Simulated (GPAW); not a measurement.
Here is a GPAW 26.7.0 calculation.

Contents of run.py:

```python
from ase import Atoms
from ase.dft.bandgap import bandgap
from ase.io import write
from ase.units import Bohr, GPa
from gpaw import GPAW, PW
from gpaw.elf import elf_from_dft_calculation

atoms = Atoms(['Fe'],
              cell=[[-1.443, 1.443, 1.443],
                    [1.443, -1.443, 1.443],
                    [1.443, 1.443, -1.443]],
              scaled_positions=[[0.0, 0.0, 0.0]],
              pbc=True)
atoms.set_initial_magnetic_moments([3.0])

calc = GPAW(mode=PW(600),
            xc='PBE',
            kpts={'size': (13, 13, 13), 'gamma': True},
            occupations={'name': 'fermi-dirac', 'width': 0.05},
            nbands=12,
            convergence={'density': 1e-05, 'energy': 1e-05},
            maxiter=150,
            txt='gpaw.txt')
atoms.calc = calc
energy = atoms.get_potential_energy()
forces = atoms.get_forces()
stress = atoms.get_stress()
calc.write('gs.gpw')
write('result.traj', atoms)
print(f'Energy: {energy:.6f} eV')
print('Forces (eV/A):')
print(forces.round(4))
print('Stress (GPa):', (stress / GPa).round(3))
print('Moments:', calc.get_magnetic_moments().round(3))
print('Fermi level:', round(calc.get_fermi_level(), 4), 'eV')
print(f'Gap: {bandgap(calc)[0]:.4f} eV, direct: {bandgap(calc, direct=True)[0]:.4f} eV')

# fields on the real-space grid
write('density.cube', atoms, data=calc.get_pseudo_density() * Bohr**3)
write('potential.cube', atoms, data=calc.get_electrostatic_potential())
write('spin.cube', atoms, data=(calc.get_pseudo_density(spin=0) - calc.get_pseudo_density(spin=1)) * Bohr**3)
write('elf.cube', atoms, data=elf_from_dft_calculation(calc).data)
```

Potentials or basis: GPAW PAW data sets (gpaw-data 1.2.1), pw.

Run with:

```bash
$ OMP_NUM_THREADS=1 python run.py
```

Q: What does it give for the pressure?

A: -8.0 GPa.

Q: Estimate the net moment.

A: 2.25 μB per cell.

Q: Estimate the site moments.

A: Fe +2.29 μB.
